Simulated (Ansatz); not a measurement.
Runs of Ansatz 0.2.0 on NaCl. Symmetry: Pm-3m, No. 221, cubic system. The conventional cell has a = 3.502 Å, b = 3.502 Å, c = 3.502 Å, α = 90.00°, β = 90.00°, γ = 90.00°. Cl (site symmetry m-3m) is surrounded by 8 Na at 3.03 Å. Na (site symmetry m-3m) is surrounded by 8 Cl at 3.03 Å. Measurements of this composition are mostly on another form, of space group No. 225.

```csv
task,level,cell,cutoff (eV),smearing,gap on the mesh (eV),pressure (GPa)
band structure,LDA,as given,141,fermi-dirac 0.05 eV,(a),-3.1
band structure,RPBE,as given,141,fermi-dirac 0.05 eV,4.27,1.9
relaxation of cell and atoms,LDA,relaxed,-,fermi-dirac 0.05 eV,4.00,0.0
density of states,LDA,volume scaled by 0.92,150,gaussian 0.01 eV,3.88,-1.1
band structure,BLYP,as given,141,fermi-dirac 0.05 eV,(b),1.2
```

Alike in all rows: potentials or basis all-electron LAPW, scalar-relativistic; no spin polarisation; k mesh 8 × 8 × 8; basis error allowed 0.001 eV/atom.

**Question.** Fill in the values left out.

**Answer.** (a) 3.60; (b) 4.03.

A k mesh can miss the band edges.

Runs at the PBE level aren't shown here.
